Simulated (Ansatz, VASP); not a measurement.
## One calculation of Mo, two programs

File INCAR:

```
SYSTEM = Mo
ALGO = Fast
EDIFF = 1E-7
ENCUT = 520
GGA = PS
ISIF = 2
ISMEAR = 0
LASPH = .TRUE.
LCHARG = .FALSE.
LREAL = .FALSE.
LWAVE = .FALSE.
NBANDS = 13
NELM = 100
PREC = Accurate
SIGMA = 0.15
```

KPOINTS

```
k-points
0
G
  30 30 30
  0 0 0
```

POSCAR

```
Mo
1.0
   -1.5646534271      1.5646534271      1.5646534271
    1.5646534271     -1.5646534271      1.5646534271
    1.5646534271      1.5646534271     -1.5646534271
Mo
1
Direct
    0.0000000000      0.0000000000      0.0000000000
```

Input for Ansatz:

```yaml
crystal:
  lattice:
    - [-1.5646534271, 1.5646534271, 1.5646534271]
    - [1.5646534271, -1.5646534271, 1.5646534271]
    - [1.5646534271, 1.5646534271, -1.5646534271]
  atoms:
    - { symbol: Mo, position: [0.0, 0.0, 0.0] }
basis:
  ecutwfc: 420
kpoints:
  mp_grid: { grid: [30, 30, 30] }
hamiltonian:
  xc: pbesol
scf:
  occupations: { method: gaussian, width: 0.15 }
output:
  forces: true
  stress: true
  eigenvalues: true
```

Alike in both runs: task single point; functional PBEsol; k mesh 30 × 30 × 30; occupations gaussian, width 0.15 eV; no spin polarisation.

|  | VASP | Ansatz |
| --- | --- | --- |
| version | VASP 6.6.1 | Ansatz 0.2.0 |
| potentials or method | VASP PAW PBE potentials, release 64 (Mo_sv) | scalar-relativistic, plane waves, PAW |
| plane-wave cutoff (eV) | 520 | 420 |
| valence electrons in the cell | 14 | 14 |

Ansatz gave:

* gap on the k mesh at the Fermi level (eV): none
* pressure (GPa): 0.1

Q: Which values does VASP return?

A: gap on the k mesh at the Fermi level (eV): none; pressure (GPa): 0.6.

A gap of «none» marks a metal or a gap that the smearing closes.

Caveats: the PAW data sets were made with another functional, which shifts forces and pressure a little (VASP).
